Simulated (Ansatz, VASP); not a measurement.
## SnSe: VASP beside Ansatz

INCAR

```
SYSTEM = SnSe
ALGO = Normal
EDIFF = 1E-6
ENCUT = 520
GGA = PE
ISIF = 2
ISMEAR = 0
LASPH = .TRUE.
LCHARG = .TRUE.
LELF = .TRUE.
LREAL = .FALSE.
LVHAR = .TRUE.
LWAVE = .FALSE.
NBANDS = 17
NELM = 100
PREC = Accurate
SIGMA = 0.01
```

File KPOINTS:

```
k-points
0
G
  6 6 6
  0 0 0
```

The input POSCAR:

```
SnSe
1.0
    0.0000000000      3.0021131514      3.0021131514
    3.0021131514      0.0000000000      3.0021131514
    3.0021131514      3.0021131514      0.0000000000
Sn Se
1 1
Direct
    0.0000000000      0.0000000000      0.0000000000
    0.5000000000      0.5000000000      0.5000000000
```

Input for Ansatz:

```yaml
crystal:
  lattice:
    - [0.0, 3.0021131514, 3.0021131514]
    - [3.0021131514, 0.0, 3.0021131514]
    - [3.0021131514, 3.0021131514, 0.0]
  atoms:
    - { symbol: Sn, position: [0.0, 0.0, 0.0] }
    - { symbol: Se, position: [0.5, 0.5, 0.5] }
kpoints:
  mp_grid: { grid: [6, 6, 6] }
hamiltonian:
  xc: pbe
scf:
  occupations: { method: fixed }
  n_extra_bands: 4
output:
  forces: true
  stress: true
  eigenvalues: true
```

The cell was built by a generator and needn't be a form met in nature.

Alike in both runs: task single point; functional PBE; k mesh 6 × 6 × 6; no spin polarisation.

|  | VASP | Ansatz |
| --- | --- | --- |
| version | VASP 6.6.1 | Ansatz 0.2.0 |
| potentials or method | VASP PAW PBE potentials, release 64 (Sn_d, Se) | plane waves, PAW |
| plane-wave cutoff (eV) | 520 | 420 |
| occupations | gaussian, width 0.01 eV | fixed |
| valence electrons in the cell | 20 | 30 |

|  | VASP | Ansatz | Ansatz less VASP |
| --- | --- | --- | --- |
| gap on the k mesh at the Fermi level (eV) | 0.61 | 0.61 | -0.001 |
| pressure (GPa) | 1.0 | 1.0 | +0.02 |

The two sets of potentials don't hold the same shells in valence.

Caveats: spin-orbit coupling is left out, which moves the levels of the heavy elements. A k mesh can miss the band edges.
